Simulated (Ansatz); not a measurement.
Relaxed CaF2 (fluorite):

```xyz
6
Lattice="0.0000 5.5110 5.5110 2.7555 2.7555 5.5110 2.7555 2.7555 0.0000" Properties=species:S:1:pos:R:3 pbc="T T T"
Ca     0.0000     0.0000     0.0000
Ca     2.7555     5.5110     2.7555
F      1.3777     1.3777     1.3777
F      1.3777     4.1332     4.1332
F      4.1332     4.1332     4.1332
F      4.1332     6.8887     6.8887
```

The atoms are displaced by Q × the pattern below (from a DFPT mode at X = (0.5, 0.5, 0.0), largest move 1; Q in Å), at fixed cell. It is one choice among 2 degenerate patterns. (q is in reciprocal vectors of the primitive cell; the cell shown is doubled to hold the pattern.)

```tsv
atom	x	y	z
Ca1	0.146	0.000	0.000
Ca2	-0.146	0.000	0.000
F3	0.000	-1.000	0.000
F4	0.000	1.000	0.000
F5	0.000	-1.000	0.000
F6	0.000	1.000	0.000
```

Calculation: PBE (plane waves to 420 eV, PAW, scalar-relativistic; Ansatz, a first-principles code). k mesh 10×10×10 (Γ-centred), Fermi-Dirac smearing 0.05 eV. The energy includes the smearing's −TS. CaF2 was relaxed with its symmetry unable to fall. ΔE is measured from the undisplaced structure.

```tsv
Q (Å)	ΔE (meV/cell)
-0.1000	144.7
-0.0833	99.9
-0.0667	63.6
-0.0500	withheld
-0.0333	15.8
-0.0167	3.9
0.0000	0.0
0.0167	3.9
0.0333	15.8
0.0500	withheld
0.0667	63.6
0.0833	99.9
0.1000	144.7
```

Q: Fit an even polynomial form (powers 2, 4) to the given rows and predict ΔE at Q = 0.0500.

A: Least squares on the 11 given rows: ΔE = (14190)·Q² + (28620)·Q⁴, in meV/cell with Q in Å; root-mean-square residual 0.06 meV/cell. At 0.0500 the fit gives 35.7 meV/cell; the calculation gives 35.6 meV/cell, so the interpolation is off by 0.1 (+0.3 %). The quadratic term alone would give 35.5 meV/cell.

(A displaced cell: forces are minus the slopes of the energy, force constants its curvatures, and phonons follow from these.)
